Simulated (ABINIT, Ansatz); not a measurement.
Planning a run of Ansatz 0.2.0 on BN (Qingsongite). The input:

```yaml
crystal:
  lattice:
    - [0.0, 1.8075, 1.8075]
    - [1.8075, 0.0, 1.8075]
    - [1.8075, 1.8075, 0.0]
  atoms:
    - { symbol: B, position: [0.0, 0.0, 0.0] }
    - { symbol: "N", position: [0.25, 0.25, 0.25] }
kpoints:
  mp_grid: { grid: [8, 8, 8] }
hamiltonian:
  xc: pbe
  pseudopotentials: { kind: nc, accuracy: standard }
scf:
  occupations: { method: fixed }
gw:
  n_empty_bands: 87
  ecut_chi: 283.0
  qp_bands: [v2, c2]
  qp_kpoints: [[0.0, 0.0, 0.0], [0.5, 0.5, 0.0]]
  screening: { model: godby_needs }
  pair_densities: pseudo
  plasmon_pole_fit_frequency: 30.5612
basis:
  ecutwfc: 979.61
```

```sh
ansatz run input.yaml --threads 4 --pin off --max-ram 14745MiB --backend cpu --events-out ev --progress --plain --runs-dir out
```

How long will it take on 4 threads of Arm Neoverse V2, shared host, and how much memory?

It took 17 s; on shared hardware allow 8.6 s to 34 s. Peak host memory was 0.58 GiB. The sizes that set the cost: 869 plane waves a state, 29 irreducible k points, 137 plane waves in the screening and 6 SCF cycles.

The screening grows as filled bands × empty bands × pairs of k points, times the square of the screening basis for the matrix.

[Paths, hosts, dates, memory and timing lines, banners, echoed tables and standing remarks are left out of the program output.]

[Logs are printed without paths, hosts, clocks, repeated set-up lines and the standing remarks that a program may print on its own settings, such as how far it seeks lower states.]

[Runs of the session that timed out or met a known fault of the program may be left out.]

[Hosts, paths, dates, database ids (printed as entryN), source tags and the programs' standing remarks are cut or masked in the printed files.]

[G0W0 gaps are taken among the corrected bands and points alone; a level outside them can change the order at an edge.]

[Where Ansatz stands beside ABINIT at settings called matched, ABINIT's density can come from a denser mesh and the files from another edition; pairs whose starting gaps differed by over 0.03 eV were left out, so agreement reads better than it is.]
